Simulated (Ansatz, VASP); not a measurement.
**One calculation of Cu, two programs**

```
Cu
1.0
     0.00000    1.81938    1.81938
     1.81938    0.00000    1.81938
     1.81938    1.81938    0.00000
Cu
1
Direct
  0.00000 0.00000 0.00000
```

Alike in both runs: functional PBE; k mesh 6 × 6 × 6; occupations gaussian, width 0.01 eV; no spin polarisation.

Ansatz relaxed the structure, and its values are those at the end. VASP's run is a single point on that final structure, the one shown.

```csv
,VASP,Ansatz
version,VASP 6.6.1,Ansatz 0.2.0
potentials or method,"VASP PAW PBE potentials, release 64 (Cu)","plane waves, PAW"
plane-wave cutoff (eV),520,490
valence electrons in the cell,11,19
```

```tsv
	VASP	Ansatz	Ansatz less VASP
pressure (GPa)	0.6	0.0	-0.55
```

The two sets of potentials don't hold the same shells in valence.

Caveats: the k mesh is coarse (spacing up to 0.50 Å⁻¹), so the values aren't converged.
